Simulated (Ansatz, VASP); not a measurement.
**Si in VASP and in Ansatz**

The input INCAR:

```
SYSTEM = Si
  PREC = Accurate
  ENCUT = 520
  EDIFF = 1E-6
  ISMEAR = -1
  SIGMA = 0.05
  LREAL = .FALSE.
  LASPH = .TRUE.
  NELM = 80
  ALGO = Normal
  ISIF = 2
  LWAVE = .FALSE.
  LCHARG = .FALSE.
  GGA = PE
  NBANDS = 21
```

Contents of KPOINTS:

```
regular mesh
0
G
  6 6 6
  0 0 0
```

The input POSCAR:

```
Si
1.0
   -3.3360831900      3.3360831900      3.3360831900
    3.3360831900     -3.3360831900      3.3360831900
    3.3360831900      3.3360831900     -3.3360831900
Si
6
Direct
    0.5000000000      0.7500000000      0.2500000000
    0.2500000000      0.7500000000      0.5000000000
    0.2500000000      0.5000000000      0.7500000000
    0.5000000000      0.2500000000      0.7500000000
    0.7500000000      0.5000000000      0.2500000000
    0.7500000000      0.2500000000      0.5000000000
```

File input.yaml:

```yaml
crystal:
  lattice:
    - [-3.33608319, 3.33608319, 3.33608319]
    - [3.33608319, -3.33608319, 3.33608319]
    - [3.33608319, 3.33608319, -3.33608319]
  atoms:
    - { symbol: Si, position: [0.5, 0.75, 0.25] }
    - { symbol: Si, position: [0.25, 0.75, 0.5] }
    - { symbol: Si, position: [0.25, 0.5, 0.75] }
    - { symbol: Si, position: [0.5, 0.25, 0.75] }
    - { symbol: Si, position: [0.75, 0.5, 0.25] }
    - { symbol: Si, position: [0.75, 0.25, 0.5] }
kpoints:
  mp_grid: { grid: [6, 6, 6] }
scf:
  occupations: { method: fermi_dirac, width: 0.05 }
hamiltonian:
  xc: pbe
  pseudopotentials: { kind: all_electron, lapw: { basis_error: 0.001 } }
output:
  forces: true
  stress: true
  eigenvalues: true
  populations: true
```

This isn't the form of Si at room conditions, which is diamond.

Alike in both runs: task single point; functional PBE; k mesh 6 × 6 × 6; occupations fermi-dirac, width 0.05 eV; no spin polarisation.

```csv
,VASP,Ansatz
version,VASP 6.6.1,Ansatz 0.2.0
potentials or method,"VASP PAW PBE potentials, release 64 (Si)","all-electron LAPW, scalar-relativistic"
plane-wave cutoff (eV),520,see its input
```

```tsv
	VASP	Ansatz	Ansatz less VASP
gap on the k mesh at the Fermi level (eV)	0.12	0.12	+0.001
least direct gap on the mesh (eV)	0.35	0.35	0.000
pressure (GPa)	1.9	1.9	+0.04
```

Ansatz ran all-electron here, so the differences hold the error of VASP's frozen core and of both bases.
